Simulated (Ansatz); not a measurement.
Here is an Ansatz 0.2.0 calculation.

input.yaml

```yaml
crystal:
  lattice:
    - [-1.508, 1.508, 2.1072475377]
    - [1.508, -1.508, 2.1072475377]
    - [1.508, 1.508, -2.1072475377]
  atoms:
    - { symbol: Co, position: [0.0, 0.0, 0.0], spin: 2.0 }
    - { symbol: O, position: [0.5, 0.5, 0.0] }
kpoints:
  mp_grid: { grid: [12, 12, 12] }
scf:
  occupations: { method: gaussian, width: 0.1 }
hamiltonian:
  xc: pbesol
  pseudopotentials: { kind: all_electron, lapw: { basis_error: 0.001 } }
magnetization:
  spin_polarized: true
output:
  forces: true
  stress: true
  eigenvalues: true
```

Potentials or basis: all-electron LAPW, scalar-relativistic.

Launch:

```console
$ ansatz run input.yaml --threads 2 --pin off --max-ram 6144MiB --backend cpu --events-out ev --progress --plain --runs-dir out
```

Problem. Estimate the site moments.

Solution. Co +2.59; O +0.34 μB.

Problem. Estimate the net moment.

Solution. 2.95 μB per cell.

Stress tensor (GPa, compression positive):
```
-9.24  0.00  0.00
 0.00 -9.24  0.00
 0.00  0.00 -8.95
```

Caveat: a cell with one magnetic atom can't hold antiferromagnetic order, which such compounds often take; semilocal functionals often make such compounds metallic where correlation or magnetic order opens a gap, which also shifts bond lengths.
